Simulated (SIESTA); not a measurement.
## GaP in SIESTA: the effect of basis

GaP:

```
Ga P
1.0
     0.00000    2.72525    2.72525
     2.72525    0.00000    2.72525
     2.72525    2.72525    0.00000
Ga P
1 1
Direct
  0.00000 0.00000 0.00000
  0.75000 0.75000 0.75000
```

Alike in all runs:

```yaml
Program: SIESTA 5.4.2
Task: band structure
Functional: PBE
Potentials_or_basis: PseudoDojo 0.4 standard (PBE files)
Grid_cutoff: 800 Ry
Energy_shift: 0.003 Ry
k_mesh: 8 × 8 × 8
Occupations: fermi-dirac, width 0.05 eV
Spin: no spin polarisation
```

| basis | gap on the mesh (eV) | pressure (GPa) |
| --- | --- | --- |
| SZ | 2.10 | 9.0 |
| SZP | ? | ? |
| DZ | 1.99 | 5.1 |
| DZP | 1.64 | 3.1 |
| DZDP | 1.64 | 3.0 |
| TZP | 1.65 | 3.2 |
| TZDP | 1.65 | 3.1 |

Question: What does the run with basis SZP give?

Answer: gap on the mesh 1.72 eV; pressure 4.0 GPa.

Caveats: the basis of atomic orbitals isn't converged, which shifts pressures, moduli and gaps; the basis has no polarisation orbitals (some runs).

A k mesh can miss the band edges.
